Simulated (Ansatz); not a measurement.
Write the native input for Ansatz 0.2.0 that does the following.

```
Task                              : single point
Functional                        : PBE
Potentials or basis               : Ansatz PAW earlier set
Cutoff                            : 864 eV
Density cutoff                    : 3456 eV
k mesh                            : 11 × 11 × 1
Occupations                       : fermi-dirac, width 0.05 eV
Spin                              : no spin polarisation
Boundary along the surface normal : dipole_correction
Miller                            : [0, 0, 1]
Bulk formula                      : Au
```

The system is Au, a slab with vacuum.

```
Au
1.0
     2.82262    0.00000    0.00000
    -1.41131    2.55593    0.00000
     0.00000    0.00000   29.67951
Au
7
Cartesian
  0.0000 1.7108 7.5000
  1.4113 0.8451 9.9466
  0.0000 1.7108 12.3932
  1.4113 0.8451 14.8398
  0.0000 1.7108 17.2863
  1.4113 0.8451 19.7329
  0.0000 1.7108 22.1795
```

The slab is cut from a database's or a generator's crystal, which needn't be the stable form of the element.

The cell isn't the ideal one: the (0 0 1) slab of Au, cut from the database cell, not relaxed.

The input as run:

input.yaml

```yaml
crystal:
  lattice:
    - [2.82261993, 0.0, 0.0]
    - [-1.411309965, 2.555933025, 0.0]
    - [0.0, 0.0, 29.67950883]
  atoms:
    - { symbol: Au, position: [0.33467203, 0.66934406, 0.2526995997] }
    - { symbol: Au, position: [0.66532797, 0.33065594, 0.3351330665] }
    - { symbol: Au, position: [0.33467203, 0.66934406, 0.4175665332] }
    - { symbol: Au, position: [0.66532797, 0.33065594, 0.5] }
    - { symbol: Au, position: [0.33467203, 0.66934406, 0.5824334668] }
    - { symbol: Au, position: [0.66532797, 0.33065594, 0.6648669335] }
    - { symbol: Au, position: [0.33467203, 0.66934406, 0.7473004003] }
hamiltonian:
  xc: pbe
  pseudopotentials: { kind: paw, level: accurate }
kpoints:
  mp_grid: { grid: [11, 11, 1] }
scf:
  occupations: { method: fermi_dirac, width: 0.05 }
output:
  forces: true
  eigenvalues: true
  write_density: true
  write_potential: true
  elf: true
  volumetric_format: npy
efield:
  axis: 3
  dipole_correction: true
  ramp_width: 0.04
```

Potentials or basis: Ansatz PAW earlier set.

Command:

```console
$ ansatz run input.yaml --threads 4 --pin off --max-ram 11264MiB --backend cpu --events-out ev --progress --plain --runs-dir out
```

Results of the run:

```
Largest force                   : 0.161 eV/Å
Band gap on the k mesh          : none (metal or under the smearing width)
Work function of the upper face : 5.29 eV
Work function of the lower face : 5.29 eV
Dipole across the slab          : 0.000 e·Å
```

Wall time 32 s on 4 threads of Intel(R) Xeon(R) 6975P-C (Granite Rapids) (shared host), peak memory 2.2 GiB.
